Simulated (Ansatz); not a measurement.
# Sn in Ansatz: the effect of functional

Crystal: Sn.

```xyz
2
Lattice="0.0000 3.2333 3.2333 3.2333 0.0000 3.2333 3.2333 3.2333 0.0000" Properties=species:S:1:pos:R:3 pbc="T T T"
Sn    4.8500    4.8500    4.8500
Sn    3.2333    3.2333    3.2333
```

This isn't the form of Sn at room conditions, which is tetragonal (white tin).

Alike in all runs:

| Item | Value |
| --- | --- |
| Program | Ansatz 0.2.0 |
| Task | projected density of states |
| Potentials or basis | Ansatz PAW |
| k mesh | 4 × 4 × 4 |
| Occupations | fermi-dirac, width 0.05 eV |
| Spin | no spin polarisation |

| functional | cutoff | pressure (GPa) |
| --- | --- | --- |
| LDA | 420 eV (not typed: the program's choice for these potentials) | ? |
| PBE | 420 eV (not typed: the program's choice for these potentials) | 4.5 |
| PBEsol | 420 eV (not typed: the program's choice for these potentials) | 2.2 |
| RPBE | 420 eV (not typed: the program's choice for these potentials) | 5.8 |
| revPBE | 420 eV (not typed: the program's choice for these potentials) | 5.5 |
| BLYP | 420 eV (not typed: the program's choice for these potentials) | 7.1 |
| r2SCAN | 500 eV (not typed: the program's choice for these potentials) | 2.8 |
| HSE06 | 420 eV (not typed: the program's choice for these potentials) | 2.4 |

Task: What does the run with functional LDA give?

Result: Pressure 0.8 GPa.

Caveats: all runs use coarse meshes; the density of states is complete only up to the lowest level of the last band computed; the PAW data sets come from PBE, with cores solved anew for the run's functional, which leaves a small shift of forces and pressure (some runs); the thresholds are loose for stress (some runs).
